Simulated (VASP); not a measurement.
A run of VASP 6.6.1:

INCAR

```
SYSTEM = Sb
PREC = Accurate ; ENCUT = 580
EDIFF = 1E-7 ; ISMEAR = 0
SIGMA = 0.1 ; LREAL = .FALSE.
LASPH = .TRUE. ; NELM = 100
ALGO = Normal ; ISIF = 3
LWAVE = .FALSE. ; LCHARG = .FALSE.
GGA = PS ; IBRION = 2
NSW = 90 ; EDIFFG = -0.005
```

The input KPOINTS:

```
Automatic mesh
0
G
  12 12 12
  0 0 0
```

Contents of POSCAR:

```
Sb
1.0
    2.1506000000      1.2416494900      3.7440000000
   -2.1506000000      1.2416494900      3.7440000000
    0.0000000000     -2.4832989800      3.7440000000
Sb
2
Direct
    0.2336400000      0.2336400000      0.2336400000
    0.7663600000      0.7663600000      0.7663600000
```

Potentials or basis: VASP PAW PBE potentials, release 64 (Sb).

Command:

```sh
$ cat potpaw_PBE.64/Sb/POTCAR > POTCAR
$ mpirun -np 1 vasp_std > vasp.out
```

Hardware: 1 thread of Intel(R) Xeon(R) Platinum 8375C CPU @ 2.90GHz (Ice Lake), on a shared host.

Problem. How long does it take, and how much memory?

Solution. Run time: 9 min on 1 thread of Intel(R) Xeon(R) Platinum 8375C CPU @ 2.90GHz (Ice Lake), on a shared host, peak memory 0.28 GiB. Counts: scf iterations 54, k points 189, ion steps 9.
